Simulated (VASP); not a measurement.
## BP: equilibrium volume by level of theory

Symmetry: F-43m, No. 216, cubic system. The conventional cell has a = 4.532 Å, b = 4.532 Å, c = 4.532 Å, α = 90.00°, β = 90.00°, γ = 90.00°. B (site symmetry -43m) is surrounded by 4 P at 1.96 Å. Around P (site symmetry -43m) lie 4 B at 1.96 Å.

The cell is a database's computed one, not the measured one.

```tsv
rung	level	program and potentials	cutoff (eV)	k mesh	equilibrium volume (Å³/atom)	notes
LDA	LDA	VASP, LDA PAW files B, P, 600 eV	600	10 × 10 × 10	11.31	-
GGA	PBE	VASP, PBE PAW files B, P, 600 eV	600	10 × 10 × 10	(a)	-
GGA + dispersion	PBE+D3(BJ)	VASP, PBE PAW files B, P, 600 eV	600	10 × 10 × 10	11.43	-
GGA	PBEsol	VASP, PBE PAW files B, P, 580 eV	580	10 × 10 × 10	11.55	potentials made for PBE
GGA	PBEsol	VASP, PBE PAW files B, P, 600 eV	600	4 × 4 × 4	11.63	coarse mesh; potentials made for PBE
GGA	PBEsol	VASP, PBE PAW files B, P, 600 eV	600	10 × 10 × 10	11.55	potentials made for PBE
GGA	PBEsol	VASP, PBE PAW files B_s, P, 480 eV	480	10 × 10 × 10	11.55	potentials made for PBE
GGA	RPBE	VASP, PBE PAW files B, P, 600 eV	600	10 × 10 × 10	11.94	potentials made for PBE
```

Task: relaxation of cell and atoms. All rows: no spin polarisation. Meshes differ between rows, which moves values too. Meshes are those of the run's cell of 2 atoms unless a note names another. Relaxations start from the cell shown or near it and stop with a little pressure left. Runs on faulty files, with rough fits or with known faults for this quantity aren't shown. No row holds spin-orbit coupling.

Q: Estimate the value left out from the other rows.

A: (a) 11.75 Å³/atom.
